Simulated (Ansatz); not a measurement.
KZnF3, response to strain

Take KZnF₃ in the cubic perovskite structure (space group Pm-3m, No. 221; a = 4.0523 Å) as the base. Axes: x, y, z lie along the cube axes.

Strains are applied to the cell and any free atomic positions relax; under biaxial strain the out-of-plane vector relaxes too.

Calculations: PBEsol, PAW, 420 eV (Ansatz, an electronic-structure program; spin-orbit coupling left out).

Notes on the quantities. energy relative to the base: free energy F.

```json
[
 {"biaxial strain, plane normal [001], relaxed out of plane (%)": "0", "energy relative to the base (meV/atom)": "0.0"},
 {"biaxial strain, plane normal [001], relaxed out of plane (%)": "0.6", "energy relative to the base (meV/atom)": "0.4"},
 {"biaxial strain, plane normal [001], relaxed out of plane (%)": "1.2", "energy relative to the base (meV/atom)": "1.7"},
 {"biaxial strain, plane normal [001], relaxed out of plane (%)": "1.8", "energy relative to the base (meV/atom)": "?"},
 {"biaxial strain, plane normal [001], relaxed out of plane (%)": "2.4", "energy relative to the base (meV/atom)": "6.5"},
 {"biaxial strain, plane normal [001], relaxed out of plane (%)": "3", "energy relative to the base (meV/atom)": "10.0"}
]
```

### Question
Fit ΔE = Aε² + Bε³ (ε in %) to the rows shown and predict the withheld row.

### Answer
Least squares on the printed values gives A = 1.21 and B = -0.032 meV/atom (largest residual 0.0 meV/atom); this predicts 3.7 meV/atom, and the run gives 3.7 meV/atom, in agreement.

Whether these cells are dynamically stable was not tested. Many cubic perovskites are stable only at high temperature; tilts and polar distortions were not tested.
